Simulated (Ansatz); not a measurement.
## Ca: energy along a strain

Ca, Fm-3m, a = 5.588 Å (as given, not relaxed at this level: -0.6 GPa). Ansatz: PBE, PAW, 420 eV, Γ-centred 14×14×14 mesh on 1 atom, Gaussian smearing 0.15 eV; no spin polarisation. Cell vectors (Å): 0.000 2.794 2.794; 2.794 0.000 2.794; 2.794 2.794 0.000. The cell is strained by x per cent times the pattern (1 0 0 0 0 0) in the order xx yy zz yz xz xy (engineering shears), with fractional coordinates held. y is the free energy over the start, V0 = 43.632 Å³/atom. Points with a strain past 8.5 % were computed too (3) and aren't used here.

| x (%) | y (meV/atom) |
| --- | --- |
| -7.50 | ? |
| -5.00 | -0.38 |
| -2.50 | -1.99 |
| 0.00 | 0.00 |
| 2.50 | 5.50 |
| 5.00 | 14.38 |
| 7.50 | 26.53 |

Problem. Fit y = c1 x + c2 x² + c3 x³ to the other rows, get the stiffness along the pattern, and predict the missing energy.

Solution. Least squares on the rows shown. y = 1.5064 x + 0.28002 x² − 0.0012285 x³. The clamped-ion stiffness p·C·p = 2 × 2.800 eV × 160.2 / 43.632 Å³ = 21 GPa, which is C11 in these axes (second derivative at the start, which stands under stress). At x = -7.50 the fit asked for gives 4.97 meV/atom. The run gave 4.97 meV/atom, the same to the digits shown.